Cubic boron nitride was calculated with five functionals at one fixed geometry. In the table, "gap on mesh" ($E_g$) is the distance from the highest filled level to the lowest empty level, wherever each lies on the k mesh. "Direct gap on mesh" ($E_d$) is the smallest such distance at a single k point. PBE, PBEsol and AM05 are gradient-corrected functionals (GGAs). TB-mBJ and LMBJ are two versions of the modified Becke–Johnson potential. The AM05 run used Gaussian smearing and the others Fermi-Dirac smearing, which makes no difference at gaps this wide.

VASP 6.6.1 plane-wave DFT for cubic BN (F-43m, 2 atoms per cell, conventional edge 3.626 Å), with the same geometry and recommended PBE PAW datasets in every row. The cutoff is 520 eV and the k mesh 13 × 13 × 13, without spin polarisation or spin-orbit coupling. Smearing is Fermi-Dirac (Gaussian for AM05) with a width of 0.05 eV.

```csv
functional,gap on mesh (eV),direct gap on mesh (eV)
PBE,4.523,8.776
PBEsol,4.343,8.719
AM05,4.358,8.702
LMBJ,5.903,10.297
TB-mBJ,5.860,10.251
```

**(a)** Can this crystal emit light efficiently at its band edge, and does the answer depend on the functional?

*Solution.* It can't, and the answer is the same in all five rows. The direct gap lies more than 4 eV above the smallest gap, so the highest filled and the lowest empty level belong to different k points. An electron that crosses the smallest gap needs a phonon to supply the change in crystal momentum, which makes emission weak. No choice among these functionals would turn the material into a direct-gap emitter.

Symmetry helps to explain the large difference. The valence top lies at Γ, the zone centre, and is built mainly from nitrogen 2p orbitals. The lowest empty level at Γ is a threefold set of strongly antibonding p combinations, and so lies high. At the zone-boundary point X, a p orbital on one atom may mix with an s orbital on the other, which gives a less strongly antibonding state. That is where the conduction minimum of cubic BN is known to lie.

**(b)** How do the functionals rank, and how large are the steps?

*Solution.* There are two groups. The three GGAs agree within 0.18 eV for the smallest gap and within 0.08 eV for the direct gap. Both mBJ potentials lie higher, by at least 1.3 eV in either column. Since the atoms sit at the same places in every row, relaxation of the lattice has no part in these differences.

**(c)** Why does the mBJ potential open the gap, and what would happen if phosphorus replaced nitrogen?

*Solution.* A gap computed from orbital energies differs from the true cost of separating an electron and a hole. The exact exchange-correlation potential would jump by a constant when an electron is added, and this jump belongs to the true gap. GGA orbital energies lack it, so their gaps come out too small.

The mBJ potential makes up for this in another way. It sets an attractive exchange part against a positive part that depends on the kinetic-energy density, and their weights are chosen so that the potential rises most where electrons are sparse. Filled states sit mainly in the bonds and on nitrogen, whereas empty states reach further into the sparse regions. The empty states are therefore expected to be pushed up more. The weights were tuned to measured gaps of solids, so a larger gap is what the method was built to give and is no independent proof of the picture.

In boron phosphide the 3p orbitals of phosphorus are more extended and the bonds are longer, so bonding and antibonding levels split less. The gap is known to be much smaller, though still indirect. The same five functionals should again form two groups, with a smaller step in eV between them. That is an argument from known chemistry, which this table doesn't test.

**(d)** How well can the direct gap of LMBJ be estimated from its smallest gap and the PBE row alone?

*Solution.* If the potential lifts the empty states as a group, both gaps should grow by the same number of eV. This is the "scissor" picture: the empty bands are cut off from the filled ones and moved up as one piece. The prediction is

$$E_d^{\text{LMBJ}} \approx E_d^{\text{PBE}} + \left(E_g^{\text{LMBJ}} - E_g^{\text{PBE}}\right).$$

The bracket is $5.903 - 4.523 = 1.380$ eV, so the predicted direct gap is $8.776 + 1.380 = 10.156$ eV. The calculation gives 10.297 eV, so the estimate is low by 0.14 eV. No constant was fitted, and the LMBJ direct gap didn't enter the prediction.

The obvious alternative is a stretch, in which both gaps grow by the same factor. It overshoots the LMBJ direct gap by more than 1 eV, because the larger gap would have to open by far more than it does. For these two gaps the numbers thus favour an equal lift. With PBEsol as the starting point, the lift misses both mBJ direct gaps by only 0.02 eV. Such closeness shouldn't be taken as the accuracy of the picture, since the start from PBE does less well and the table gives no reason to prefer PBEsol.

**(e)** Do all levels follow this lift?

*Solution.* No. The levels from the PBEsol and LMBJ runs show where it breaks down. Measured from the valence top, the lowest empty set at Γ rises by 1.58 eV from PBEsol to LMBJ, almost the same as the smallest gap. The single level above it rises by only 1.23 eV. Even the lowest empty band doesn't move as one piece: close to the zone-boundary point L it rises by only 1.00 eV. The filled levels change their spacing as well, for the lowest of them at Γ sinks by 0.38 eV relative to the valence top.

A potential that depends on position is expected to act differently on states of different shape, though these levels alone don't show which feature of a state decides its rise. A scissor correction to a GGA calculation is therefore reasonable for the two gaps here. It is less safe for a whole optical spectrum, which draws on levels from all parts of the zone.

**(f)** What would change with an even mesh, say 14 × 14 × 14, and which digits can then be trusted?

*Solution.* A mesh with an odd number of divisions, centred on Γ, contains Γ but not X. At the nearest mesh point on the line from Γ to X, which lies $q = 0.13$ Å⁻¹ short of X, the band is above its minimum by roughly $\hbar^2q^2/2m$. With the free-electron mass for $m$ this comes to about 0.07 eV, which is an order of magnitude only. An even mesh would hit X and lower the smallest gap by about that much, while the direct gap at Γ would hardly move.

On the present mesh the second decimal of the smallest gap therefore can't be trusted as an absolute value, and the first may be off by one. The step from the GGAs to mBJ is some twenty times larger than this error, and most of the error cancels between rows on the same mesh. The 0.015 eV between AM05 and PBEsol is another matter. The AM05 value comes from a band-structure run at fixed density and may have been read along a path that includes X, so this difference deserves no explanation. Both mBJ rows also come from band-structure runs. If their smallest gaps were read at X, their step from PBE or PBEsol is too small by about the mesh error. That matters little for the step itself, but it is more than the miss of 0.02 eV in (d). PBE does have the largest gaps of the three GGAs in both columns. Why it exceeds PBEsol by 0.18 eV in one gap and only 0.06 eV in the other remains open, the more so as all rows use atomic datasets made for PBE.

**(g)** An engineer wants the photon energy at which a cubic BN ultraviolet detector begins to respond. Which row should be used?

*Solution.* The onset is set by the smallest gap, since absorption too can take place with the help of a phonon, though weakly. Strong absorption without a phonon starts only near the direct gap. The measured smallest gap is roughly 6.2 eV, a recalled value. PBE falls short of it by about 1.7 eV and would place the onset at far too low a photon energy, whereas both mBJ rows fall short by about 0.3 eV.

Either mBJ row is thus the better guide for this crystal, though still a low one. The remaining shortfall is probably larger than it looks, because zero-point motion of the atoms lowers the measured gap and is absent from the calculation. LMBJ lies 0.04 eV above TB-mBJ, which is much less than the uncertainty of this comparison and doesn't make it the more accurate of the two. LMBJ sets the weights of the potential from the local surroundings and TB-mBJ from an average over the cell, so in a uniform bulk crystal the two should nearly agree. The distinction matters more for a slab or an interface, where an average over the cell would include vacuum or a second material.
